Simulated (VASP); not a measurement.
# SiC (Moissanite 3C) (F-43m) in VASP: notebook

The runs below take SiC (Moissanite 3C) through relaxation of cell and atoms, single point, with LDA, PBEsol, RPBE, PBE, PBEsol+D4.

All numbers are computed with VASP 6.6.1; they aren't measurements. Logs are shortened: lines on timing, memory, paths and dates and some standing lists are left out, and cuts for length are marked.

**What was measured.**

“Insight into the structural, elastic and electronic properties of a new orthorhombic 6O-SiC polytype”, 2020, pmc:7200658 quotes, for a bulk crystal of SiC: band gap 2.4 eV (indirect).

The runs below are set against these values where they give the same quantity.

**1. The structure**

It takes space group F-43m (No. 216, cubic). Conventional cell: a = 4.358 Å, b = 4.358 Å, c = 4.358 Å, α = 90.00°, β = 90.00°, γ = 90.00°. Around Si (site symmetry -43m) lie 4 C at 1.89 Å. C (site symmetry -43m) is surrounded by 4 Si at 1.89 Å.

**2. Relaxation of cell and atoms, LDA**

Contents of INCAR:

```
PREC = Accurate ; ENCUT = 600
EDIFF = 1E-6 ; ISMEAR = -1
SIGMA = 0.05 ; LREAL = False
LASPH = True ; NELM = 80
ALGO = Normal ; ISIF = 3
LWAVE = False ; LCHARG = False
IBRION = 2 ; NSW = 40
EDIFFG = -0.005
```

Contents of KPOINTS:

```
regular mesh
0
Gamma
  10 10 10
```

Contents of POSCAR:

```
SiC
1.0
    0.0000000000      2.1790000000      2.1790000000
    2.1790000000      0.0000000000      2.1790000000
    2.1790000000      2.1790000000      0.0000000000
Si C
1 1
Direct
    0.0000000000      0.0000000000      0.0000000000
    0.7500000000      0.7500000000      0.7500000000
```

Potentials or basis: VASP PAW LDA potentials, release 64 (Si, C).

Started as:

```sh
$ cat potpaw_LDA.64/Si/POTCAR potpaw_LDA.64/C/POTCAR > POTCAR
$ mpirun -np 1 vasp_std > vasp.out
```

OUTCAR:

```text
PREC = Accurate
   ENCUT = 600
   EDIFF = 1E-6
   ISMEAR = -1
   LREAL = False
   LASPH = True
   NELM = 80
   ISIF = 3
   IBRION = 2
   NSW = 40
   EDIFFG = -0.005

 ion  position               nearest neighbor table
   1  0.000  0.000  0.000-   2 1.89   2 1.89   2 1.89   2 1.89
   2  0.750  0.750  0.750-   1 1.89   1 1.89   1 1.89   1 1.89

  LATTYP: Found a face centered cubic cell.
 ALAT       =     4.3580000000

  Lattice vectors:

 A1 = (   0.0000000000,   2.1790000000,   2.1790000000)
 A2 = (   2.1790000000,   0.0000000000,   2.1790000000)
 A3 = (   2.1790000000,   2.1790000000,   0.0000000000)

Analysis of symmetry for initial positions (statically):
=====================================================================
 Subroutine PRICEL returns:
 Original cell was already a primitive cell.

 Routine SETGRP: Setting up the symmetry group for a
 face centered cubic supercell.

 Subroutine GETGRP returns: Found 24 space group operations
 (whereof 24 operations were pure point group operations)
 out of a pool of 48 trial point group operations.

The static configuration has the point symmetry T_d .

Analysis of symmetry for dynamics (positions and initial velocities):
=====================================================================
 Subroutine PRICEL returns:
 Original cell was already a primitive cell.

 Routine SETGRP: Setting up the symmetry group for a
 face centered cubic supercell.

 Subroutine GETGRP returns: Found 24 space group operations
 (whereof 24 operations were pure point group operations)
 out of a pool of 48 trial point group operations.

The dynamic configuration has the point symmetry T_d .

 Subroutine INISYM returns: Found 24 space group operations
 (whereof 24 operations are pure point group operations),
 and found     1 'primitive' translations

----------------------------------------------------------------------------------------

                                     Primitive cell

  volume of cell :      20.6920

  direct lattice vectors                    reciprocal lattice vectors
     0.000000000  2.179000000  2.179000000    -0.229463056  0.229463056  0.229463056
     2.179000000  0.000000000  2.179000000     0.229463056 -0.229463056  0.229463056
     2.179000000  2.179000000  0.000000000     0.229463056  0.229463056 -0.229463056

  length of vectors
     3.081571352  3.081571352  3.081571352     0.397441672  0.397441672  0.397441672

  position of ions in fractional coordinates (direct lattice)
     0.000000000  0.000000000  0.000000000
     0.750000000  0.750000000  0.750000000

  ion indices of the primitive-cell ions
   primitive index   ion index
                 1           1
                 2           2

----------------------------------------------------------------------------------------

 KPOINTS: regular mesh

Automatic generation of k-mesh.
 Grid dimensions read from file:
 generate k-points for:   10   10   10

 Generating k-lattice:

  Cartesian coordinates                     Fractional coordinates (reciprocal lattice)
    -0.022946306  0.022946306  0.022946306     0.100000000  0.000000000  0.000000000
     0.022946306 -0.022946306  0.022946306     0.000000000  0.100000000  0.000000000
     0.022946306  0.022946306 -0.022946306     0.000000000  0.000000000  0.100000000

  Length of vectors
     0.039744167  0.039744167  0.039744167

  Shift w.r.t. Gamma in fractional coordinates (k-lattice)
     0.000000000  0.000000000  0.000000000

 Subroutine IBZKPT returns following result:
 ===========================================

 Found     47 irreducible k-points:

 Following reciprocal coordinates:
            Coordinates               Weight
  0.000000  0.000000  0.000000      1.000000
  0.100000  0.000000  0.000000      8.000000
  0.200000  0.000000  0.000000      8.000000
  0.300000  0.000000  0.000000      8.000000
  0.400000  0.000000  0.000000      8.000000
  0.500000  0.000000  0.000000      4.000000
[... 16 lines left out ...]
  0.300000  0.300000  0.000000      6.000000
  0.400000  0.300000  0.000000     24.000000
 [... further k-points ...]
   k-points           NKPTS =     47   k-points in BZ     NKDIM =     47   number of bands    NBANDS=      8
   number of dos      NEDOS =    301   number of ions     NIONS =      2
   total plane-waves  NPLWV =  21952
   dimension x,y,z NGX =    28 NGY =   28 NGZ =   28
   dimension x,y,z NGXF=    56 NGYF=   56 NGZF=   56
   ions per type =               1   1
   NGX,Y,Z   is equivalent  to a cutoff of  15.11, 15.11, 15.11 a.u.
   NGXF,Y,Z  is equivalent  to a cutoff of  30.21, 30.21, 30.21 a.u.
 SYSTEM =  unknown system
   PREC   = accura    normal or accurate (medium, high low for compatibility)
   ISTART =      0    job   : 0-new  1-cont  2-samecut
   ICHARG =      2    charge: 1-file 2-atom 10-const
   ISPIN  =      1    spin polarized calculation?
   LNONCOLLINEAR =      F non collinear calculations
   LSORBIT =      F    spin-orbit coupling
   LASPH  =      T    aspherical Exc in radial PAW
   ENCUT  =  600.0 eV  44.10 Ry    6.64 a.u.   6.15  6.15  6.15*2*pi/ulx,y,z
   NELM   =     80;   NELMIN=  2; NELMDL= -5     # of ELM steps
   EDIFF  = 0.1E-05   stopping-criterion for ELM
   LREAL  =      F    real-space projection
   EDIFFG = -.5E-02   stopping-criterion for IOM
   NSW    =     40    number of steps for IOM
   IBRION =      2    ionic relax: 0-MD 1-quasi-New 2-CG
   NFREE  =      1    steps in history (QN), initial steepest desc. (CG)
   ISIF   =      3    stress and relaxation
   ISYM   =      2    0-nonsym 1-usesym 2-fastsym
   POTIM  = 0.5000    time-step for ionic-motion
   TEBEG  =    0.0;   TEEND  =   0.0 temperature during run
   PSTRESS=    0.0 pullay stress
   NELECT =       8.0000    total number of electrons
   NUPDOWN=      -1.0000    fix difference up-down
   EMIN   =  10.00;   EMAX   =-10.00  energy-range for DOS
   EFERMI =   0.00;   METHOD = LEGACY
   ISMEAR =    -1;   SIGMA  =   0.05  broadening in eV -4-tet -1-fermi 0-gaus
   EFERMI_NEDOS =   21; number of points for ismear=-14 and -15
   IALGO  =     38    algorithm
   IMIX   =      4    mixing-type and parameters
     AMIX     =   0.40;   BMIX     =  1.00
     AMIX_MAG =   1.60;   BMIX_MAG =  1.00
  volume/ion in A,a.u.               =      10.35        69.82
  Fermi-wavevector in a.u.,A,eV,Ry     =   1.192626  2.253736 19.352338  1.422357
  Thomas-Fermi vector in A             =   2.328660
   LORBIT       =      0    0 simple, 1 ext, 2 COOP (PROOUT), +10 PAW based schemes
   GGA     = CA    functional components
   LHFCALC =     F    Hartree Fock is set to
   AEXX    =    0.0000 exact exchange contribution
   IVDW    =     0    specifies the selected vdW correction
   LEPSILON=     F    determine dielectric tensor
   LRPA    =     F    only Hartree local field effects (RPA)
 conjugate gradient relaxation of ions
 non-spin polarized calculation
  energy-cutoff  :      600.00
  volume of cell :       20.69
 maximum number of plane-waves:       701
 NGX is ok and might be reduce to    28
   NGX = 13   NGY = 13   NGZ = 13

--------------------------------------- Ionic step        1  -------------------------------------------

 number of electron       8.0000000 magnetization

 Free energy of the ion-electron system (eV)
  ---------------------------------------------------
  ext. energy  EPLUGINS =         0.00000000
  ---------------------------------------------------
  free energy    TOTEN  =       -16.63997383 eV

  energy without entropy =      -16.63997381  energy(sigma->0) =      -16.63997382

------------------------ aborting loop because EDIFF is reached ----------------------------------------

  FORCE on cell =-STRESS in cart. coord.  units (eV):
  Direction    XX          YY          ZZ          XY          YZ          ZX
  --------------------------------------------------------------------------------------
  -------------------------------------------------------------------------------------
  Total       -0.5395218     -0.5395218     -0.5395218     -0.0000000     -0.0000000     -0.0000000
  in kB      -41.7751370    -41.7751370    -41.7751370     -0.0000000     -0.0000000     -0.0000000
  external PRESSURE =     -41.7751370 kB  Pullay stress =       0.0000000 kB

 VOLUME and BASIS-vectors are now :
 -----------------------------------------------------------------------------
  energy-cutoff  :      600.00
  volume of cell :       20.69
      direct lattice vectors                 reciprocal lattice vectors
     0.000000000  2.179000000  2.179000000    -0.229463056  0.229463056  0.229463056
     2.179000000  0.000000000  2.179000000     0.229463056 -0.229463056  0.229463056
     2.179000000  2.179000000  0.000000000     0.229463056  0.229463056 -0.229463056
[... 37 lines left out ...]
 POSITION                                       TOTAL-FORCE (eV/Angst)
 -----------------------------------------------------------------------------------
      2.15064      2.15064     -0.00000         0.000000      0.000000      0.000000
      3.22596      3.22596      3.22596        -0.000000     -0.000000     -0.000000
 -----------------------------------------------------------------------------------
    total drift:                                0.000000      0.000000      0.000000

  FREE ENERGIE OF THE ION-ELECTRON SYSTEM (eV)
  ---------------------------------------------------
  free  energy   TOTEN  =       -16.6391113870 eV

  energy  without entropy=      -16.6391113484  energy(sigma->0) =      -16.63911137

--------------------------------------- Ionic step        3  -------------------------------------------

 number of electron       8.0000000 magnetization

 Free energy of the ion-electron system (eV)
  ---------------------------------------------------
  ext. energy  EPLUGINS =         0.00000000
  ---------------------------------------------------
  free energy    TOTEN  =       -16.64514539 eV

  energy without entropy =      -16.64514535  energy(sigma->0) =      -16.64514537

 E-fermi :   8.9420     XC(G=0): -11.6373

 val. band max:        8.2777797564   @ k =   0.0000   0.0000   0.0000
 cond. band min:       9.5667692643   @ k =   0.5000   0.5000   0.0000
 fundamental gap:      1.2889895080
 Fermi energy:         8.9419718470

 k-point     1 :       0.0000    0.0000    0.0000
  band No.  band energies     occupation
      1      -7.1865      2.00000
      2       8.2778      2.00000
      3       8.2778      2.00000
      4       8.2778      2.00000
      5      14.7931      0.00000
      6      15.6018      0.00000
      7      15.6018      0.00000
      8      15.6018      0.00000

 k-point     2 :       0.1000    0.0000    0.0000
  band No.  band energies     occupation
      1      -6.9875      2.00000
      2       7.2772      2.00000
      3       8.1428      2.00000
      4       8.1428      2.00000
      5      14.9656      0.00000
      6      15.8466      0.00000
      7      15.8466      0.00000
      8      15.9374      0.00000
[... 221 lines left out ...]
 k-point    23 :       0.3000    0.3000    0.0000
  band No.  band energies     occupation
      1      -4.8673      2.00000
      2       3.9671      2.00000
      3       5.8810      2.00000
      4       5.8810      2.00000
      5      11.4024      0.00000
      6      13.8467      0.00000
      7      19.8426      0.00000
      8      19.8426      0.00000

 k-point    24 :       0.4000    0.3000    0.0000
  band No.  band energies     occupation
      1      -3.9738      2.00000
      2       2.7223      2.00000
      3       5.0745      2.00000
      4       5.6158      2.00000
      5      11.0961      0.00000
      6      13.8590      0.00000
      7      19.9649      0.00000
      8      20.2352      0.00000

 [... further k-points ...]

------------------------ aborting loop because EDIFF is reached ----------------------------------------

  FORCE on cell =-STRESS in cart. coord.  units (eV):
  Direction    XX          YY          ZZ          XY          YZ          ZX
  --------------------------------------------------------------------------------------
  -------------------------------------------------------------------------------------
  Total       -0.0019859     -0.0019859     -0.0019859     -0.0000000     -0.0000000     -0.0000000
  in kB       -0.1567110     -0.1567110     -0.1567110     -0.0000000     -0.0000000     -0.0000000
  external PRESSURE =      -0.1567110 kB  Pullay stress =       0.0000000 kB

 VOLUME and BASIS-vectors are now :
 -----------------------------------------------------------------------------
  energy-cutoff  :      600.00
  volume of cell :       20.30
      direct lattice vectors                 reciprocal lattice vectors
    -0.000000000  2.165274987  2.165274987    -0.230917552  0.230917552  0.230917552
     2.165274987  0.000000000  2.165274987     0.230917552 -0.230917552  0.230917552
     2.165274987  2.165274987 -0.000000000     0.230917552  0.230917552 -0.230917552

 POSITION                                       TOTAL-FORCE (eV/Angst)
 -----------------------------------------------------------------------------------
      0.00000      0.00000      0.00000         0.000000      0.000000      0.000000
      3.24791      3.24791      3.24791        -0.000000     -0.000000     -0.000000
 -----------------------------------------------------------------------------------
    total drift:                                0.000000      0.000000      0.000000

  FREE ENERGIE OF THE ION-ELECTRON SYSTEM (eV)
  ---------------------------------------------------
  free  energy   TOTEN  =       -16.6451453870 eV

  energy  without entropy=      -16.6451453545  energy(sigma->0) =      -16.64514537

 reached required accuracy - stopping structural energy minimisation
```

Run time: 24 s. Hardware: 1 thread of Intel Xeon Platinum 8375C at 2.90GHz (Ice Lake), shared host; peak memory 0.14 GiB.

Results:

| Property | Result |
| --- | --- |
| Free energy | -16.6451 eV |
| Relaxed volume | 10.15 Å³/atom |
| Relaxed cell | a = 3.062 Å, b = 3.062 Å, c = 3.062 Å, α = 60.00°, β = 60.00°, γ = 60.00° |
| Space group after relaxing (to 0.05 Å) | F-43m (No. 216) |
| Energy gained by relaxing | 2.6 meV/atom |
| Ionic steps | 3 |
| Pressure after relaxing | 0.0 GPa |
| Band gap on the k mesh | 1.29 eV, indirect (least direct gap 4.52 eV) |

Step by step:
```tsv
step	energy change (eV)	largest force (eV/Å)	pressure (GPa)	volume (Å³)
1	0.0000	0.0000	-4.18	20.69
2	0.0009	0.0000	4.83	19.89
3	-0.0052	0.0000	-0.02	20.30
```

Final structure:
```yaml
crystal:
  lattice:
    - [0.00000, 2.16527, 2.16527]
    - [2.16527, 0.00000, 2.16527]
    - [2.16527, 2.16527, 0.00000]
  atoms:
    - { symbol: Si, position: [0.00000, 0.00000, 0.00000] }
    - { symbol: C, position: [0.75000, 0.75000, 0.75000] }
```

**3. Relaxation of cell and atoms, PBEsol**

Contents of INCAR:

```
  PREC = Accurate
  ENCUT = 600
  EDIFF = 1E-6
  ISMEAR = -1
  SIGMA = 0.05
  LREAL = False
  LASPH = True
  NELM = 60
  ALGO = Normal
  ISIF = 3
  LWAVE = False
  LCHARG = False
  GGA = PS
  IBRION = 2
  NSW = 40
  EDIFFG = -0.01
```

Contents of KPOINTS:

```
Automatic mesh
0
Gamma
  10 10 10
```

POSCAR is that of step 2.

Potentials or basis: VASP PAW PBE potentials, release 64 (Si, C).

Started as:

```sh
$ cat potpaw_PBE.64/Si/POTCAR potpaw_PBE.64/C/POTCAR > POTCAR
$ mpirun -np 1 vasp_std > vasp.out
```

Wall time 13 s (1 thread of Intel Xeon Platinum 8375C at 2.90GHz (Ice Lake), shared host); peak memory 0.15 GiB.

The run converged. Its results:

```
Free energy             : -15.9161 eV
Pressure after relaxing : 0.0 GPa
Band gap on the k mesh  : 1.23 eV, indirect (least direct gap 4.44 eV)
```

Final structure:
```
CELL_PARAMETERS angstrom
0.00000 2.17900 2.17900
2.17900 0.00000 2.17900
2.17900 2.17900 0.00000
ATOMIC_POSITIONS crystal
Si 0.00000 0.00000 0.00000
C 0.75000 0.75000 0.75000
```

Levels at points of the mesh, in eV from the valence-band top:
```csv
k point,band 1,band 2,band 3,band 4,band 5,band 6,band 7,band 8
"(0.00, 0.00, 0.00)",-15.42,0.00,0.00,0.00,6.19,7.24,7.24,7.24
"(0.50, 0.00, 0.00)",-11.82,-8.60,-1.06,-1.06,5.37,7.14,7.14,9.92
"(0.50, 0.50, 0.00)",-10.36,-7.83,-3.21,-3.21,1.23,4.20,13.95,13.95
```

Caveat: the relaxation stopped at its first step, so nothing moved; the PAW data sets were made with another functional, which shifts forces and pressure a little.

**4. Relaxation of cell and atoms, RPBE**

Contents of INCAR:

```
ALGO = Normal
EDIFF = 1E-6
EDIFFG = -0.005
ENCUT = 600
GGA = RP
IBRION = 2
ISIF = 3
ISMEAR = -1
LASPH = True
LCHARG = False
LREAL = False
LWAVE = False
NELM = 80
NSW = 60
PREC = Accurate
SIGMA = 0.05
```

Contents of KPOINTS:

```
k-points
0
Gamma
  10 10 10
```

POSCAR is that of step 3.

Started as:

```sh
$ cat potpaw_PBE.64/Si/POTCAR potpaw_PBE.64/C/POTCAR > POTCAR
$ mpirun -np 1 vasp_std > vasp.out
```

Run time: 26 s. Hardware: 1 thread of Intel Xeon Platinum 8375C at 2.90GHz (Ice Lake), shared host; peak memory 0.15 GiB.

The run converged. Its results:

```
Free energy                            : -14.3259 eV
Relaxed volume                         : 10.63 Å³/atom
Relaxed cell                           : a = 3.110 Å, b = 3.110 Å, c = 3.110 Å, α = 60.00°, β = 60.00°, γ = 60.00°
Space group after relaxing (to 0.05 Å) : F-43m (No. 216)
Energy gained by relaxing              : 5.1 meV/atom
Ionic steps                            : 3
Pressure after relaxing                : 0.0 GPa
Band gap on the k mesh                 : 1.39 eV, indirect (least direct gap 4.51 eV)
```

The path:
```tsv
step	energy change (eV)	largest force (eV/Å)	pressure (GPa)	volume (Å³)
1	0.0000	0.0000	5.87	20.69
2	-0.0001	0.0000	-5.31	21.85
3	-0.0101	0.0000	0.00	21.26
```

Final structure:
```
CELL_PARAMETERS angstrom
0.00000 2.19878 2.19878
2.19878 0.00000 2.19878
2.19878 2.19878 0.00000
ATOMIC_POSITIONS crystal
Si 0.00000 0.00000 0.00000
C 0.75000 0.75000 0.75000
```

Levels at points of the mesh, in eV from the valence-band top:
```
           k point  band 2  band 3  band 4  band 5  band 6  band 7
(0.00, 0.00, 0.00)    0.00    0.00    0.00    5.93    7.17    7.17
(0.50, 0.00, 0.00)   -8.37   -1.04   -1.04    5.23    7.14    7.14
(0.50, 0.50, 0.00)   -7.68   -3.12   -3.12    1.39    4.29   13.79
```

Caveat: the PAW data sets were made with another functional, which shifts forces and pressure a little.

**5. Single point, PBE**

Contents of INCAR:

```
SYSTEM = SiC
  PREC = Accurate
  ENCUT = 520
  EDIFF = 1E-6
  ISMEAR = 0
  SIGMA = 0.028000000000000004
  LREAL = .False.
  LASPH = .True.
  NELM = 80
  ALGO = Normal
  ISIF = 2
  LWAVE = .False.
  LCHARG = .False.
  GGA = PE
```

Contents of KPOINTS:

```
Automatic mesh
0
Gamma
  10 10 10
  0 0 0
```

POSCAR is that of step 4.

Started as:

```sh
$ cat potpaw_PBE.64/Si/POTCAR potpaw_PBE.64/C/POTCAR > POTCAR
$ mpirun -np 1 vasp_std > vasp.out
```

It took 12 s on 1 thread of Intel Xeon Platinum 8259CL at 2.50GHz (Skylake/Cascade Lake), shared host; peak memory 0.13 GiB.

It converged, with:

```
Free energy            : -15.0577 eV
Pressure               : 3.2 GPa
Band gap on the k mesh : 1.36 eV, indirect (least direct gap 4.54 eV)
```

Levels at points of the mesh, in eV from the valence-band top:
| k point | band 1 | band 2 | band 3 | band 4 | band 5 | band 6 | band 7 | band 8 |
| --- | --- | --- | --- | --- | --- | --- | --- | --- |
| (0.00, 0.00, 0.00) | -15.40 | 0.00 | 0.00 | 0.00 | 6.23 | 7.31 | 7.31 | 7.31 |
| (0.50, 0.00, 0.00) | -11.84 | -8.53 | -1.05 | -1.05 | 5.43 | 7.23 | 7.23 | 10.05 |
| (0.50, 0.50, 0.00) | -10.39 | -7.79 | -3.18 | -3.18 | 1.36 | 4.32 | 14.04 | 14.04 |

[end of part 1 of 2]
